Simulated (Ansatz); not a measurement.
# ZrS: energy over two strains

A grid of calculations on ZrS (Fm-3m, No. 225; 2 atoms in the cell), to see where the energy is lowest and how it rises around there.

The COD entry's cell or inner coordinates are ideal or old and differ from later refinements, so a difference from it is no clean test against experiment.

Method: DFT PBEsol, scalar-relativistic, plane waves, PAW, in Ansatz 0.2.0.

1 further run of the same task is left out (set aside as unsound or not needed).

## Step 1: The starting structure

The structure is cubic, space group Fm-3m (No. 225). Conventional cell: a = 5.167 Å, b = 5.167 Å, c = 5.167 Å, α = 90.00°, β = 90.00°, γ = 90.00°. Zr (site symmetry m-3m) has 6 S at 2.58 Å as nearest neighbours. S (site symmetry m-3m) is surrounded by 6 Zr at 2.58 Å.

Structure file:

```cif
data_structure
_symmetry_space_group_name_H-M 'P 1'
_symmetry_Int_Tables_number 1
_cell_length_a 3.6534
_cell_length_b 3.6534
_cell_length_c 3.6534
_cell_angle_alpha 60.000
_cell_angle_beta 60.000
_cell_angle_gamma 60.000
_cell_volume 34.48
loop_
_atom_site_label
_atom_site_type_symbol
_atom_site_fract_x
_atom_site_fract_y
_atom_site_fract_z
_atom_site_occupancy
Zr1 Zr 0.00000 0.00000 0.00000 1
S1 S 0.50000 0.50000 0.50000 1
```

This cell was relaxed beforehand with the same method: volume 17.24 Å³/atom, gap on the mesh none (metal).

## Step 2: The zero of the map

Input file input.yaml:

```yaml
crystal:
  lattice:
    - [0.0, 2.5833766834, 2.5833766834]
    - [2.5833766834, 0.0, 2.5833766834]
    - [2.5833766834, 2.5833766834, 0.0]
  atoms:
    - { symbol: Zr, position: [0.0, 0.0, 0.0] }
    - { symbol: S, position: [0.5, 0.5, 0.5] }
basis:
  ecutwfc: 420
kpoints:
  mp_grid: { grid: [16, 16, 16] }
hamiltonian:
  xc: pbesol
  pseudopotentials: { kind: paw, azcp: { folder: soft_1 } }
scf:
  occupations: { method: gaussian, width: 0.15 }
output:
  forces: true
  stress: true
  eigenvalues: true
```

Command:

```console
ansatz run input.yaml --threads 1 --pin off --max-ram 2048MiB --backend cpu --events-out ev --progress --plain --runs-dir out
```

The program printed:

```text
Warning: <dir> the record states the generating functional pbe (its physics header spells it `PBE`), which answers neither for hamiltonian.xc's functional nor for the pbesol family's — results may be inconsistent (PPs are generated against a specific XC)
Warning: <dir> the record states the generating functional pbe (its physics header spells it `PBE`), which answers neither for hamiltonian.xc's functional nor for the pbesol family's — results may be inconsistent (PPs are generated against a specific XC)
Warning: RAYON_NUM_THREADS=1 ignored (pool sized by the plan → 1); use --threads N
Engine: ansatz 0.2.0, aarch64-unknown-linux-gnu
Pseudopotentials: kind: paw
Pseudopotential: Zr, paw, valence charge 12, recommended cutoff 420 eV (normal), <dir>
Pseudopotential: S, paw, valence charge 6, recommended cutoff 420 eV (normal), <dir>
Functional definition: PBEsol
  exchange = pbesol_x
  correlation = pbesol_c
Crystal: 2 atoms, lattice volume = 34.482 Å³
Basis set: ecut = 420 eV, 645 PW (Γ), exchange–correlation on 50×50×50 points (8 copies of the dense FFT grid, shifted against one another)
Bands: 13, of which v1, the nominal top of the filled ones, is band 9 counted from 1 (8 counted from 0)
Symmetry: 48 space group operations
Space group: Fm-3m (ITA 225), of the structure as read, at distance tolerance 3.3e-5 Å
k-points: 145 of 4096
Non-local potential: Zr, projectors of the file, l = 0: 3, l = 1: 2, l = 2: 2, l = 3: 1
Non-local potential: S, projectors of the file, l = 0: 2, l = 1: 2, l = 2: 1
PAW form: soft (Blöchl's): semilocal exchange-correlation on the pseudo side does not see the compensation charge
PAW frozen core: Zr, regenerated for the run's functional, and the local potential with it (the file was generated under x = pbe(κ = 0.804, μ = 0.2195149727645171), c = pbe(β = 0.06672455060314922))
PAW frozen core: S, regenerated for the run's functional, and the local potential with it (the file was generated under x = pbe(κ = 0.804, μ = 0.2195149727645171), c = pbe(β = 0.06672455060314922))
PAW one-centre angular grid: Zr, 590 points (default); XC on 64 Gauss nodes
PAW one-centre angular grid: S, 110 points (default); XC on 64 Gauss nodes
Initial density: superposition of atomic densities (chi_scale 0.1, normalization cell, long waves kept (reshape's long-wave potential 0.00 eV rms))
Initial wavefunctions: pseudopotential atomic-orbital guess
Functional: x = pbesol(κ = 0.804, μ = 0.12345679012345678), c = pbesol(β = 0.046)
SCF iter   1: F=—  HF=-5016.728791 eV  |F-HF|=—  |Δ(HF+E_count)|=         —  Δρ=2.89e-2  dr2=3.35e-1  ethr=3.10e-3  ⟨swp⟩=6.1  Hψ=26156  notcnv=0  defer=2
automatic band count: the SCF goes on with 17 bands, as 13 were too few: the levels above may hold too much charge
preconditioner: auto → Kerker (q_TF=auto, 2.448 Å⁻¹)  [metal: Δε(μ)=0.028 eV  Ē_g=11.560 eV  σ=0.150 eV  W_gap=0.10  n_scr=14 (ndim 8)  ℏωp=20.0 eV  f_vac=0.000  D(μ)=1.13/eV (n_scr^D=8)]
SCF iter   2: F=—  HF=-5016.650833 eV  |F-HF|=—  |Δ(HF+E_count)|=   7.80e-2  Δρ=1.29e-2  dr2=5.40e-2  ethr=1.86e-3  ⟨swp⟩=2.0  Hψ=3951  notcnv=0  defer=289
SCF iter   3: F=—  HF=-5016.634482 eV  |F-HF|=—  |Δ(HF+E_count)|=   1.64e-2  Δρ=2.55e-3  dr2=1.51e-3  ethr=3.00e-4  ⟨swp⟩=2.2  Hψ=2757  notcnv=0  defer=290
SCF iter   4: F=—  HF=-5016.634101 eV  |F-HF|=—  |Δ(HF+E_count)|=   3.81e-4  Δρ=4.21e-4  dr2=6.33e-5  ethr=8.38e-6  ⟨swp⟩=2.1  Hψ=2542  notcnv=0  defer=290
SCF iter   5: F=—  HF=-5016.634098 eV  |F-HF|=—  |Δ(HF+E_count)|=   2.47e-6  Δρ=9.66e-5  dr2=3.53e-6  ethr=3.52e-7  ⟨swp⟩=1.8  Hψ=2495  notcnv=0  defer=304
SCF iter   6: F=—  HF=-5016.634098 eV  |F-HF|=—  |Δ(HF+E_count)|=   1.21e-7  Δρ=2.11e-5  dr2=1.93e-7  ethr=1.96e-8  ⟨swp⟩=2.4  Hψ=3083  notcnv=0  defer=306
SCF iter   7: F=-5016.634098 eV  HF=-5016.634098 eV  |F-HF|=2.02e-10  |Δ(HF+E_count)|=   3.04e-8  Δρ=2.69e-6  dr2=1.62e-9  ethr=5.56e-10  ⟨swp⟩=9.9  Hψ=12696  notcnv=0
SCF 1 converged in 7 iterations: F = -5016.634098 eV  dr2 = 1.62e-9
SCF converged after 7 iterations
Free energy (F): -5016.634098 eV
Harris-Foulkes:  -5016.634098 eV  (|F-HF|=2.02e-10)
Internal energy: -5016.620993 eV  (E = F + TS)
E sigma→0 (E₀):  -5016.627546 eV
Entropy (-TS):   -0.013105 eV (-6.552 meV/atom)
Fermi energy:    15.252410 eV
--- Per-component energies (eV) ---
  E_band       = -60.615350
  E_kinetic    = 428.444801
  E_local      = -655.075262  (includes V_loc(G=0)·N_el)
  E_nonlocal   = 110.619357
  E_hartree    = 214.962712
  E_xc         = -244.748182
  E_vxc        = -269.121485  (∫ρ·V_xc dr)
  E_paw        = -3502.370091  (= ΣΔE_a)
  E_vpaw       = -105.407905  (= ΣTr[D̂ρ^β])
  E_aug_tail   = -0.000024  (compensation charges beyond the density's cutoff)
  E_ewald      = -1368.681974
  E_core_change = 0.227670  (= ΣΔE_core)
  E_smearing   = -0.013105  (= −TS)
  E_closure    = -0.000000  (closes the sum)
  Σ components = -5016.634098   (vs F -5016.634098, Δ=0.00e0)
--- Forces (eV/Å), atoms counted from 1 ---
  atom   1  Zr    -0.00000000     0.00000000    -0.00000000
  atom   2  S      0.00000000    -0.00000000     0.00000000
  max |Σ_I F_I| component: 3.55e-30 eV/Å
--- Stress (GPa, compression-positive) ---
       -0.047852      -0.000000      -0.000000
       -0.000000      -0.047852       0.000000
        0.000000       0.000000      -0.047852
  P = ⅓ Tr σ = -0.0479 GPa (-0.479 kbar)
--- Band table (eV; the first three rows and the last of 145) ---
  k-point 0: bands = ["-34.5265", "-12.5246", "-12.5246", "-12.5246", "-0.7893", "11.7388", "11.7388", "11.7388", "13.7775", "13.7775", "13.7775", "14.4997", "14.4997", "17.4496", "22.3863", "27.8398", "27.8398"]
  k-point 1: bands = ["-34.5252", "-12.5418", "-12.5260", "-12.5260", "-0.7335", "11.3997", "11.5042", "11.5042", "13.8783", "13.8783", "13.9213", "14.7961", "14.7961", "17.6869", "22.5694", "27.4760", "27.6383"]
  k-point 2: bands = ["-34.5216", "-12.5903", "-12.5300", "-12.5300", "-0.5717", "10.6480", "11.0082", "11.0082", "14.1203", "14.1203", "14.1740", "15.5334", "15.5334", "18.3128", "23.0507", "26.6850", "27.0324"]
  k-point 144: bands = ["-34.4822", "-12.7567", "-12.7567", "-12.6775", "0.4600", "8.9781", "9.2334", "9.2334", "15.2805", "15.2805", "17.1351", "17.8152", "17.8273", "23.3933", "23.6761", "23.6761", "24.0093"]
```

It took 8.3 s on 1 thread of Arm Neoverse N1, shared host; peak memory 0.34 GiB.

## Step 3: Setting up the map

The energy is mapped over two homogeneous strains (x along [1 0 0], y along [0 1 0], z along [0 0 1] of the conventional cell).

The axes are (1) strain +e along x and -e along y: 7 values from −4.00 %; (2) strain +e along z and -e/2 along x and y: 7 values from −7.00 %.

Nothing else is relaxed (symmetry fixes all fractional coordinates). Energies count from the relaxed crystal. Points are written as (first, second).

Below, 7 of the grid's runs; all are launched alike.

## Step 4: The run at (−1.33 %, 7.00 %)

input.yaml, as its differences from that of step 2:

```diff
@@ -2,5 +2,5 @@
   lattice:
-    - [0.0, 2.5833766834, 2.5833766834]
-    - [2.5833766834, 0.0, 2.5833766834]
-    - [2.5833766834, 2.5833766834, 0.0]
+    - [0.0, 2.5273174094, 2.7642130512]
+    - [2.4585995896, 0.0, 2.7642130512]
+    - [2.4585995896, 2.5273174094, 0.0]
   atoms:
```

Command:

```console
ansatz run input.yaml --threads 1 --pin off --max-ram 2048MiB --backend cpu --events-out ev --progress --plain --runs-dir out
```

The program printed:

```text
Warning: <dir> the record states the generating functional pbe (its physics header spells it `PBE`), which answers neither for hamiltonian.xc's functional nor for the pbesol family's — results may be inconsistent (PPs are generated against a specific XC)
Warning: <dir> the record states the generating functional pbe (its physics header spells it `PBE`), which answers neither for hamiltonian.xc's functional nor for the pbesol family's — results may be inconsistent (PPs are generated against a specific XC)
Warning: RAYON_NUM_THREADS=1 ignored (pool sized by the plan → 1); use --threads N
[... 7 set-up lines as earlier in the session ...]
Crystal: 2 atoms, lattice volume = 34.352 Å³
Basis set: ecut = 420 eV, 669 PW (Γ), exchange–correlation on 54×50×48 points (8 copies of the dense FFT grid, shifted against one another)
Bands: 13, of which v1, the nominal top of the filled ones, is band 9 counted from 1 (8 counted from 0)
Symmetry: 8 space group operations
Space group: Fmmm (ITA 69), of the structure as read, at distance tolerance 3.3e-5 Å
k-points: 621 of 4096
[... 10 set-up lines as earlier in the session ...]
SCF iter   1: F=—  HF=-5016.532679 eV  |F-HF|=—  |Δ(HF+E_count)|=         —  Δρ=3.14e-2  dr2=3.88e-1  ethr=3.10e-3  ⟨swp⟩=6.1  Hψ=113423  notcnv=0  defer=2
automatic band count: the SCF goes on with 17 bands, as 13 were too few: the levels above may hold too much charge
preconditioner: auto → Kerker (q_TF=auto, 2.450 Å⁻¹)  [metal: Δε(μ)=0.004 eV  Ē_g=11.664 eV  σ=0.150 eV  W_gap=0.02  n_scr=10 (ndim 8)  ℏωp=20.0 eV  f_vac=0.000  D(μ)=1.35/eV (n_scr^D=14)]
SCF iter   2: F=—  HF=-5016.438874 eV  |F-HF|=—  |Δ(HF+E_count)|=   9.38e-2  Δρ=1.52e-2  dr2=8.29e-2  ethr=2.16e-3  ⟨swp⟩=2.0  Hψ=17055  notcnv=0  defer=1348
SCF iter   3: F=—  HF=-5016.410393 eV  |F-HF|=—  |Δ(HF+E_count)|=   2.85e-2  Δρ=2.87e-3  dr2=3.29e-3  ethr=4.60e-4  ⟨swp⟩=2.2  Hψ=11929  notcnv=0  defer=1348
SCF iter   4: F=—  HF=-5016.409446 eV  |F-HF|=—  |Δ(HF+E_count)|=   9.47e-4  Δρ=5.91e-4  dr2=1.28e-4  ethr=1.83e-5  ⟨swp⟩=2.5  Hψ=12797  notcnv=0  defer=1348
SCF iter   5: F=—  HF=-5016.409429 eV  |F-HF|=—  |Δ(HF+E_count)|=   1.65e-5  Δρ=1.01e-4  dr2=2.99e-6  ethr=7.09e-7  ⟨swp⟩=2.3  Hψ=13463  notcnv=0  defer=1348
SCF iter   6: F=—  HF=-5016.409428 eV  |F-HF|=—  |Δ(HF+E_count)|=   1.62e-6  Δρ=2.18e-5  dr2=1.69e-7  ethr=1.66e-8  ⟨swp⟩=2.4  Hψ=13613  notcnv=0  defer=1455
SCF iter   7: F=-5016.409428 eV  HF=-5016.409428 eV  |F-HF|=2.41e-10  |Δ(HF+E_count)|=   8.71e-9  Δρ=2.67e-6  dr2=2.00e-9  ethr=5.56e-10  ⟨swp⟩=10.0  Hψ=55527  notcnv=0
SCF 1 converged in 7 iterations: F = -5016.409428 eV  dr2 = 2.00e-9
SCF converged after 7 iterations
Free energy (F): -5016.409428 eV
Harris-Foulkes:  -5016.409428 eV  (|F-HF|=2.41e-10)
Internal energy: -5016.394855 eV  (E = F + TS)
E sigma→0 (E₀):  -5016.402141 eV
Entropy (-TS):   -0.014573 eV (-7.286 meV/atom)
Fermi energy:    15.246469 eV
--- Per-component energies (eV) ---
  E_band       = -59.723920
  E_kinetic    = 429.790923
  E_local      = -662.172743  (includes V_loc(G=0)·N_el)
  E_nonlocal   = 110.880221
  E_hartree    = 218.477938
  E_xc         = -245.137807
  E_vxc        = -269.624372  (∫ρ·V_xc dr)
  E_paw        = -3502.499156  (= ΣΔE_a)
  E_vpaw       = -105.553643  (= ΣTr[D̂ρ^β])
  E_aug_tail   = -0.000025  (compensation charges beyond the density's cutoff)
  E_ewald      = -1365.961876
  E_core_change = 0.227670  (= ΣΔE_core)
  E_smearing   = -0.014573  (= −TS)
  E_closure    = 0.000000  (closes the sum)
  Σ components = -5016.409428   (vs F -5016.409428, Δ=0.00e0)
--- Forces (eV/Å), atoms counted from 1 ---
  atom   1  Zr     0.00000000     0.00000000     0.00000000
  atom   2  S      0.00000000    -0.00000000     0.00000000
  max |Σ_I F_I| component: 2.37e-30 eV/Å
--- Stress (GPa, compression-positive) ---
       19.845727       0.000000      -0.000000
        0.000000       7.597032      -0.000000
       -0.000000      -0.000000     -12.727120
  P = ⅓ Tr σ = 4.9052 GPa (49.052 kbar)
--- Band table (eV; the first three rows and the last of 621) ---
  k-point 0: bands = ["-34.4370", "-12.4932", "-12.4540", "-12.4036", "-0.7843", "11.6137", "11.8407", "11.9771", "13.0803", "13.9642", "14.0817", "14.3762", "14.6910", "18.0840", "22.5332", "27.3552", "27.8370"]
  k-point 1: bands = ["-34.4356", "-12.5033", "-12.4604", "-12.4084", "-0.7256", "11.3439", "11.5326", "11.6848", "13.2909", "14.1328", "14.2647", "14.4748", "15.0320", "18.3208", "22.7160", "27.0601", "27.5614"]
  k-point 2: bands = ["-34.4318", "-12.5449", "-12.4682", "-12.4189", "-0.5553", "10.6679", "10.9689", "11.1220", "13.6770", "14.3299", "14.5556", "15.0574", "15.8488", "18.9465", "23.1849", "26.2694", "26.9918"]
  k-point 620: bands = ["-34.4029", "-12.7089", "-12.5933", "-12.5381", "0.0052", "8.5923", "11.1255", "11.2242", "11.5069", "15.4995", "17.7823", "17.8420", "18.3970", "19.0960", "24.2372", "26.9124", "27.2615"]
```

Run time: 34 s. Hardware: 1 thread of Arm Neoverse N1, shared host; peak memory 0.55 GiB.

Energy on the map's scale: 112 meV/atom.

## Step 5: Point (−1.33 %, 2.33 %)

input.yaml, as its differences from that of step 4:

```diff
@@ -2,5 +2,5 @@
   lattice:
-    - [0.0, 2.5273174094, 2.7642130512]
-    - [2.4585995896, 0.0, 2.7642130512]
-    - [2.4585995896, 2.5273174094, 0.0]
+    - [0.0, 2.5876392549, 2.6435693601]
+    - [2.5189214351, 0.0, 2.6435693601]
+    - [2.5189214351, 2.5876392549, 0.0]
   atoms:
```

Command:

```console
ansatz run input.yaml --threads 1 --pin off --max-ram 2048MiB --backend cpu --events-out ev --progress --plain --runs-dir out
```

The program printed:

```text
[... 35 lines left out ...]
SCF 1 converged in 7 iterations: F = -5016.594736 eV  dr2 = 1.86e-9
SCF converged after 7 iterations
Free energy (F): -5016.594736 eV
Harris-Foulkes:  -5016.594736 eV  (|F-HF|=4.09e-10)
Internal energy: -5016.581171 eV  (E = F + TS)
E sigma→0 (E₀):  -5016.587953 eV
Entropy (-TS):   -0.013565 eV (-6.783 meV/atom)
Fermi energy:    15.241754 eV
--- Per-component energies (eV) ---
  E_band       = -60.468767
  E_kinetic    = 428.670021
  E_local      = -656.178129  (includes V_loc(G=0)·N_el)
  E_nonlocal   = 110.661497
  E_hartree    = 215.506857
  E_xc         = -244.812195
  E_vxc        = -269.203940  (∫ρ·V_xc dr)
  E_paw        = -3502.391235  (= ΣΔE_a)
  E_vpaw       = -105.431699  (= ΣTr[D̂ρ^β])
  E_aug_tail   = -0.000024  (compensation charges beyond the density's cutoff)
  E_ewald      = -1368.265633
  E_core_change = 0.227670  (= ΣΔE_core)
  E_smearing   = -0.013565  (= −TS)
  E_closure    = 0.000000  (closes the sum)
  Σ components = -5016.594736   (vs F -5016.594736, Δ=0.00e0)
--- Forces (eV/Å), atoms counted from 1 ---
  atom   1  Zr     0.00000000     0.00000000     0.00000000
  atom   2  S      0.00000000     0.00000000     0.00000000
  max |Σ_I F_I| component: 1.58e-30 eV/Å
--- Stress (GPa, compression-positive) ---
        9.118407       0.000000       0.000000
        0.000000      -0.752740       0.000000
        0.000000       0.000000      -6.046134
  P = ⅓ Tr σ = 0.7732 GPa (7.732 kbar)
--- Band table (eV; the first three rows and the last of 621) ---
  k-point 0: bands = ["-34.5126", "-12.5353", "-12.5100", "-12.4949", "-0.7875", "11.6796", "11.7378", "11.8376", "13.5340", "13.7705", "14.0606", "14.3792", "14.5453", "17.5706", "22.4092", "27.4967", "27.9169"]
  k-point 1: bands = ["-34.5113", "-12.5448", "-12.5161", "-12.4995", "-0.7313", "11.3841", "11.4799", "11.5733", "13.6748", "13.8887", "14.1495", "14.6668", "14.8574", "17.8084", "22.5921", "27.2358", "27.6605"]
  k-point 2: bands = ["-34.5076", "-12.5863", "-12.5241", "-12.5069", "-0.5681", "10.6505", "10.9818", "11.0509", "13.9655", "14.1402", "14.3419", "15.3874", "15.6227", "18.4356", "23.0711", "26.5288", "27.0372"]
  k-point 620: bands = ["-34.4719", "-12.8194", "-12.6630", "-12.6167", "0.0779", "8.7818", "10.8767", "10.9299", "11.5502", "15.6535", "17.7382", "17.8909", "18.2664", "18.9124", "24.0694", "26.9151", "27.0615"]
```

It took 36 s on 1 thread of Arm Neoverse N1, shared host; peak memory 0.55 GiB.

On the map this point reads 20 meV/atom.

## Step 6: The run at (−1.33 %, −2.33 %)

input.yaml, as its differences from that of step 5:

```diff
@@ -2,5 +2,5 @@
   lattice:
-    - [0.0, 2.5876392549, 2.6435693601]
-    - [2.5189214351, 0.0, 2.6435693601]
-    - [2.5189214351, 2.5876392549, 0.0]
+    - [0.0, 2.6478319317, 2.5231840067]
+    - [2.5791141119, 0.0, 2.5231840067]
+    - [2.5791141119, 2.6478319317, 0.0]
   atoms:
```

Command:

```console
ansatz run input.yaml --threads 1 --pin off --max-ram 2048MiB --backend cpu --events-out ev --progress --plain --runs-dir out
```

The program printed:

```text
[... 35 lines left out ...]
SCF 1 converged in 7 iterations: F = -5016.595949 eV  dr2 = 1.90e-9
SCF converged after 7 iterations
Free energy (F): -5016.595949 eV
Harris-Foulkes:  -5016.595949 eV  (|F-HF|=4.27e-10)
Internal energy: -5016.582564 eV  (E = F + TS)
E sigma→0 (E₀):  -5016.589257 eV
Entropy (-TS):   -0.013385 eV (-6.693 meV/atom)
Fermi energy:    15.241275 eV
--- Per-component energies (eV) ---
  E_band       = -60.472087
  E_kinetic    = 428.665461
  E_local      = -656.170848  (includes V_loc(G=0)·N_el)
  E_nonlocal   = 110.660885
  E_hartree    = 215.503384
  E_xc         = -244.811414
  E_vxc        = -269.202941  (∫ρ·V_xc dr)
  E_paw        = -3502.390779  (= ΣΔE_a)
  E_vpaw       = -105.431168  (= ΣTr[D̂ρ^β])
  E_aug_tail   = -0.000024  (compensation charges beyond the density's cutoff)
  E_ewald      = -1368.266900
  E_core_change = 0.227670  (= ΣΔE_core)
  E_smearing   = -0.013385  (= −TS)
  E_closure    = 0.000000  (closes the sum)
  Σ components = -5016.595949   (vs F -5016.595949, Δ=0.00e0)
--- Forces (eV/Å), atoms counted from 1 ---
  atom   1  Zr     0.00000000     0.00000000     0.00000000
  atom   2  S      0.00000000     0.00000000     0.00000000
  max |Σ_I F_I| component: 3.94e-31 eV/Å
--- Stress (GPa, compression-positive) ---
        0.257316       0.000000       0.000000
        0.000000      -6.390198       0.000000
        0.000000       0.000000       8.415738
  P = ⅓ Tr σ = 0.7610 GPa (7.610 kbar)
--- Band table (eV; the first three rows and the last of 621) ---
  k-point 0: bands = ["-34.5128", "-12.5336", "-12.5129", "-12.4941", "-0.7877", "11.6758", "11.7482", "11.8302", "13.5159", "13.8064", "14.0425", "14.3683", "14.5585", "17.5679", "22.4090", "27.5261", "27.8686"]
  k-point 1: bands = ["-34.5115", "-12.5433", "-12.5186", "-12.4989", "-0.7314", "11.3833", "11.4853", "11.5679", "13.6588", "13.9205", "14.1332", "14.6562", "14.8704", "17.8055", "22.5920", "27.2583", "27.6175"]
  k-point 2: bands = ["-34.5079", "-12.5859", "-12.5252", "-12.5066", "-0.5682", "10.6507", "10.9832", "11.0486", "13.9533", "14.1644", "14.3289", "15.3777", "15.6354", "18.4323", "23.0711", "26.5370", "27.0114"]
  k-point 620: bands = ["-34.4647", "-12.8727", "-12.6735", "-12.6274", "0.1270", "9.1104", "10.6677", "10.6830", "11.5862", "15.8878", "17.6488", "17.8808", "18.2229", "18.9726", "23.8412", "26.5930", "27.2167"]
```

It took 35 s on 1 thread of Arm Neoverse N1, shared host; peak memory 0.55 GiB.

On the map this point reads 19 meV/atom.

(Part 1 of 2 ends here.)
